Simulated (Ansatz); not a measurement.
Method: Ansatz 0.2.0, DFT PBE, scalar-relativistic, plane waves, PAW. All cells share a 420 eV cutoff and Γ-centred k meshes spaced at most about 0.3 Å⁻¹ (about 0.25 or finer for metals, 2π included). No spin polarisation in the final relaxations.

All energies are static (0 K, no zero-point motion).

Two forms of B3As2 were relaxed alike.

1.

```yaml
crystal:
  lattice:
    - [4.58806, 0.00000, 0.00000]
    - [-2.29403, 3.97338, 0.00000]
    - [0.00000, 0.00000, 4.71178]
  atoms:
    - { symbol: B, position: [0.00000, 0.00000, 0.16767] }
    - { symbol: B, position: [0.00000, 0.00000, 0.83233] }
    - { symbol: B, position: [0.00000, 0.00000, 0.50000] }
    - { symbol: As, position: [0.33333, 0.66667, 0.00000] }
    - { symbol: As, position: [0.66667, 0.33333, 0.00000] }
```

2.

```yaml
crystal:
  lattice:
    - [3.18602, 0.00000, 0.00000]
    - [-1.59301, 2.75918, 0.00000]
    - [0.00000, 0.00000, 6.76656]
  atoms:
    - { symbol: B, position: [0.00000, 0.00000, 0.00000] }
    - { symbol: B, position: [0.33333, 0.66667, 0.48812] }
    - { symbol: B, position: [0.66667, 0.33333, 0.51188] }
    - { symbol: As, position: [0.33333, 0.66667, 0.18341] }
    - { symbol: As, position: [0.66667, 0.33333, 0.81659] }
```

Problem. Which would you expect to be lower, and how large is the difference?

Solution. Cell 2 is lower, by 0.35 eV/atom. Cell 1 has space group P6/mmm (No. 191), 17.2 Å³/atom and no gap on its mesh; cell 2 has space group P-3m1 (No. 164), 11.9 Å³/atom and no gap. Counting As atoms around B (those within 1.25 times the shortest such distance or 1.15 times the sum of covalent radii, 1.27 where that leaves under three; the shortest distance is added where it exceeds 1.18 times the sum of covalent radii; a slash parts the counts of unlike sites), cell 1 has B 6 from 2.8 Å/12 from 3.5 Å and cell 2 has B 1/6. Cell 1 holds B–B chains (shortest 1.57 Å); cell 2 holds B–B nets (shortest 1.85 Å). The denser one is the lower, and pressure would at first widen the difference. Even the lower one lies +0.62 eV/atom against the reference forms of the elements (uncorrected), so neither is stable at this level. Both come from invented guesses. A third cell relaxed alike, in Cmmm, lies 261 meV/atom below the lower of the two.

In P6/mmm, P-3m1 an odd number of electrons in the primitive cell allows no gap without spin; a larger cell or a magnetic state could open one. A magnetic state wasn't ruled out in cells without spin, among them P6/mmm, P-3m1. Cells relaxed within their symmetry can be saddle points.
